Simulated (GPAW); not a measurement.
The system is BeTe.

```xyz
2
Lattice="0.0000 2.7700 2.7700 2.7700 0.0000 2.7700 2.7700 2.7700 0.0000" Properties=species:S:1:pos:R:3 pbc="T T T"
Te    4.1550    4.1550    4.1550
Be    0.0000    0.0000    0.0000
```

```yaml
Program: GPAW 26.7.0
Task: single point
Functional: PBE
Potentials_or_basis: GPAW PAW data sets (gpaw-data 1.2.1)
Cutoff: 800 eV
Basis: pw
k_mesh: 8 × 8 × 8
Occupations: fermi-dirac, width 0.05 eV
Spin: no spin polarisation
```

On this cell: pressure 4.4 GPa; largest force zero by symmetry; band gap on the k mesh 1.86 eV, indirect (least direct gap 3.58 eV).

The same run follows on a disturbed copy (atoms moved at random, drawn with an rms of 0.05 Å):

```
CELL_PARAMETERS angstrom
0.00000 2.77000 2.77000
2.77000 0.00000 2.77000
2.77000 2.77000 0.00000
ATOMIC_POSITIONS crystal
Te 0.75375 0.75807 0.73213
Be 0.00497 0.98669 0.00194
```

Problem. What changes?

Solution. The energy moves by +12.5 meV/atom; pressure 4.6 GPa; largest force 0.622 eV/Å; band gap on the k mesh 1.59 eV, indirect (least direct gap 3.18 eV).

Forces on the atoms (eV/Å):
```
Te   0.043  0.448 -0.429
Be  -0.043 -0.448  0.429
```

Stress tensor (GPa, compression positive):
```
 4.68  1.30 -1.35
 1.30  4.57 -0.12
-1.35 -0.12  4.58
```

Caveats: spin-orbit coupling is left out, which moves the levels of the heavy elements.

A k mesh can miss the band edges.
